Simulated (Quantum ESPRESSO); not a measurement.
Crystal: Os.

```
Os
1.0
     2.73410    0.00000    0.00000
    -1.36705    2.36780    0.00000
     0.00000    0.00000    4.31970
Os
2
Cartesian
  1.3671 0.7893 3.2398
  0.0000 1.5785 1.0799
```

Base run:

- Program: Quantum ESPRESSO 7.5
- Functional: vdW-DF3-opt2
- Potentials or basis: PseudoDojo 0.4.1 SR PBE standard
- Cutoff: 1007 eV
- Density cutoff: 4027 eV
- k mesh: 11 × 11 × 6
- Occupations: fermi-dirac, width 0.05 eV
- Spin: no spin polarisation

Its results: band gap on the k mesh none (metal or under the smearing width); pressure 3.4 GPa.

The run is repeated on the same cell with these changes: functional from vdW-DF3-opt2 to PBE; potentials or basis from PseudoDojo 0.4.1 SR PBE standard to PseudoDojo 0.5 SR PBE standard. What comes out?

Band gap on the k mesh none (metal or under the smearing width); pressure 8.2 GPa.

Caveats: spin-orbit coupling is left out, which moves the levels of the heavy elements; the potentials were made for another functional, which shifts forces and pressure (some runs).
